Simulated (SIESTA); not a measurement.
The system is C.

```
C
1.0
     0.00000    1.78337    1.78337
     1.78337    0.00000    1.78337
     1.78337    1.78337    0.00000
C
2
Direct
  0.75000 0.75000 0.75000
  0.50000 0.50000 0.50000
```

This isn't the form of C at room conditions, which is graphite.

Base run:

* Program: SIESTA 5.4.2
* Functional: LDA
* Potentials or basis: PseudoDojo 0.4 standard (LDA files)
* Basis: DZP (energy shift 0.003 Ry)
* Grid cutoff: 500 Ry
* Energy shift: 0.003 Ry
* k mesh: 13 × 13 × 13
* Occupations: fermi-dirac, width 0.05 eV
* Spin: no spin polarisation

Its results: band gap on the k mesh 4.24 eV, indirect (least direct gap 5.63 eV); pressure -3.1 GPa.

**Question.** The run is repeated on the same cell with these changes: functional from LDA to PBEsol; potentials or basis from PseudoDojo 0.4 standard (LDA files) to PseudoDojo 0.4 standard (PBEsol files). What comes out?

**Answer.** Band gap on the k mesh 4.15 eV, indirect (least direct gap 5.63 eV); pressure 5.1 GPa.

Caveats: the basis of atomic orbitals isn't converged, which shifts pressures, moduli and gaps.
